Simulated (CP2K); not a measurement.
## In in CP2K: convergence with eps default

Input of the first run (eps default 1.0E-6); the others differ in this setting and in those tied to it:

The input in_converge.inp:

```
&GLOBAL
  PROJECT in_converge
  RUN_TYPE ENERGY_FORCE
  PRINT_LEVEL LOW
&END GLOBAL
&FORCE_EVAL
  METHOD QS
  STRESS_TENSOR ANALYTICAL
  &DFT
    BASIS_SET_FILE_NAME BASIS_MOLOPT_UZH
    POTENTIAL_FILE_NAME POTENTIAL_UZH
    &MGRID
      CUTOFF 675
      REL_CUTOFF 60
      NGRIDS 5
    &END MGRID
    &QS
      METHOD GPW
      EPS_DEFAULT 1.0E-6
    &END QS
    &KPOINTS
      SCHEME MONKHORST-PACK 8 8 8
      GAMMA_CENTERED T
      SYMMETRY T
      SYMMETRY_BACKEND SPGLIB
    &END KPOINTS
    &SCF
      SCF_GUESS ATOMIC
      EPS_SCF 1.0E-6
      MAX_SCF 100
      ADDED_MOS 8
      CHOLESKY OFF
      EPS_EIGVAL 1.0E-7
      &DIAGONALIZATION ON
        ALGORITHM STANDARD
      &END DIAGONALIZATION
      &MIXING ON
        METHOD BROYDEN_MIXING
        ALPHA 0.4
        BETA 1.5
        NBUFFER 8
      &END MIXING
      &SMEAR ON
        METHOD FERMI_DIRAC
        ELECTRONIC_TEMPERATURE 1160.45
      &END SMEAR
    &END SCF
    &XC
      &XC_FUNCTIONAL
        &MGGA_X_R2SCAN
        &END MGGA_X_R2SCAN
        &MGGA_C_R2SCAN
        &END MGGA_C_R2SCAN
      &END XC_FUNCTIONAL
    &END XC
    &PRINT
      &KPOINTS ON
      &END KPOINTS
      &MULLIKEN ON
      &END MULLIKEN
      &MO ON
        ENERGIES T
        OCCUPATION_NUMBERS T
        &EACH
          QS_SCF 0
        &END EACH
        ADD_LAST NUMERIC
      &END MO
    &END PRINT
  &END DFT
  &SUBSYS
    &CELL
      A 3.2606293622 0.0000000000 0.0000000000
      B -1.0868764541 3.0741508439 0.0000000000
      C -1.0868764541 -1.5370754220 2.6622927259
      PERIODIC XYZ
    &END CELL
    &COORD
      SCALED
      In  0.0000000000 0.0000000000 0.0000000000
    &END COORD
    &KIND In
      BASIS_SET TZVP-MOLOPT-SCAN-GTH-q13
      POTENTIAL GTH-SCAN-q13
    &END KIND
    &PRINT
      &ATOMIC_COORDINATES ON
      &END ATOMIC_COORDINATES
      &CELL ON
      &END CELL
    &END PRINT
  &END SUBSYS
  &PRINT
    &FORCES ON
    &END FORCES
    &STRESS_TENSOR ON
    &END STRESS_TENSOR
  &END PRINT
&END FORCE_EVAL
```

Potentials or basis: POTENTIAL_UZH In GTH-SCAN-q13; TZVP-MOLOPT-SCAN-GTH basis.

Command:

```bash
$ OMP_NUM_THREADS=1 cp2k.psmp -i in_converge.inp -o in_converge.out
```

This isn't the form of In at room conditions, which is tetragonal.

Hardware: 1 thread of Arm Neoverse V1, with other jobs on the host.

```
eps default  energy less the tightest run, at zero smearing (meV/atom)  pressure (GPa)  SCF cycles  CPU time (s)  peak memory (GiB)
     1.0E-6                                                      -0.67            0.27          14            84               0.29
     1.0E-7                                                      -0.11            0.30          14           100                0.3
     1.0E-8                                                      -0.01            0.31          14           130               0.31
     1.0E-9                                                       0.00            0.31          14           150               0.33
    1.0E-10                                                       0.00            0.31          14           180               0.34
    1.0E-11                                                       0.00            0.31          14           200               0.35
    1.0E-12                                                       0.00            0.31          14           240               0.37
```

Against the tightest run, the energy stays within 1 meV/atom from 1.0E-6 on; the pressure stays within 0.1 GPa from 1.0E-6 on. The tightest run that finished is the yardstick and may itself not be fully converged.

Caveat, for the tightest run too: the basis of atomic orbitals isn't converged, which shifts pressures, moduli and gaps.
